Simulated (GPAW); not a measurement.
Runs of GPAW 26.7.0 on In. The structure is tetragonal, space group I4/mmm (No. 139). Conventional cell: a = 3.251 Å, b = 3.251 Å, c = 4.947 Å, α = 90.00°, β = 90.00°, γ = 90.00°. Around In (site symmetry 4/mmm) lie 12 In at 3.25 to 3.38 Å. 

```csv
level,potentials or basis,k mesh,cutoff (eV),maxiter,eigensolver,convergence,data set,gap on the mesh (eV),pressure (GPa)
LDA,"PAW data sets generated in the run's folder for this functional, pw",11 × 11 × 11,600,150,-,-,-,none,-2.8
BLYP,"PAW data sets generated in the run's folder for this functional, pw",9 × 9 × 9,500,120,davidson niter=2,default,-,none,5.2
LDA,"the program's PAW data sets (release 1.2.1) made for this functional, pw",11 × 11 × 11,600,150,-,-,-,none,-2.8
LDA,"JTH PAW 2.0, LDA, pw",11 × 11 × 11,600,150,-,-,In jth,none,(a)
```

Alike in all rows: task single point; no spin polarisation; cell as given; smearing fermi-dirac 0.05 eV.

Question: Estimate the missing entries.

Answer: (a) -2.6.

Caveats: the cutoff is short for stress and forces, so pressures can be off by a GPa or more (some runs); the program truncates these outside data sets (some runs).

A k mesh can miss the band edges, and the runs leave out spin-orbit coupling on In.

A gap of «none» marks a metal or a gap under the smearing width.
